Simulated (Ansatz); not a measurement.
Ti2Co: how the energy converges with the cutoff

Ti2Co, Fd-3m, a = 6.730 Å. The structure is a COD entry; whether it is the stable form wasn't checked. Ansatz: r2SCAN, PAW, cutoff varied, Γ-centred 10×10×10 mesh on 6 atoms, Gaussian smearing 0.10 eV; collinear spin, largest moment 1.4 μB. Single points at one geometry, the cutoff alone changed; ΔE is the energy at zero smearing over the run at 850 eV. The runs at 150, 200 eV ended in another magnetic state and are left out. The runs up to 460 eV lie under the cutoff recommended for these PAW datasets.

| cutoff (eV) | ΔE (meV/atom) |
| --- | --- |
| 250 | ? |
| 300 | 270.72 |
| 350 | 26.96 |
| 380 | 9.54 |
| 460 | 4.59 |
| 500 | 3.04 |
| 520 | 2.50 |
| 600 | 1.45 |
| 700 | 0.91 |

Assume ΔE falls exponentially with the cutoff, fit y = ln ΔE against x, the cutoff in eV, to the other rows, and predict the missing value.

y = 5.601, 3.294, 2.255, 1.524, 1.112, 0.916, 0.372, -0.094. Means x = 476.2, y = 1.8725; Σ(Δx)² = 124388, ΣΔxΔy = -1553; the slope is their ratio. y = 7.820 − 0.01249 x, a factor of ten per 184 eV. At 250 eV this gives ΔE = 109.67 meV/atom. The run gave 1939.01, a ratio of 0.06. Between neighbouring rows the decay runs from a factor of ten per 50 eV to one per 494 eV, so one exponential is only a rough guide. The fast fall gives way to a slow tail, so a fit to low cutoffs promises convergence too early. The reference at 850 eV isn't the complete basis: by the fit it lies 0.06 meV/atom above it, and every ΔE is lowered by that much, or by more if the decay slows beyond the rows, as it often does.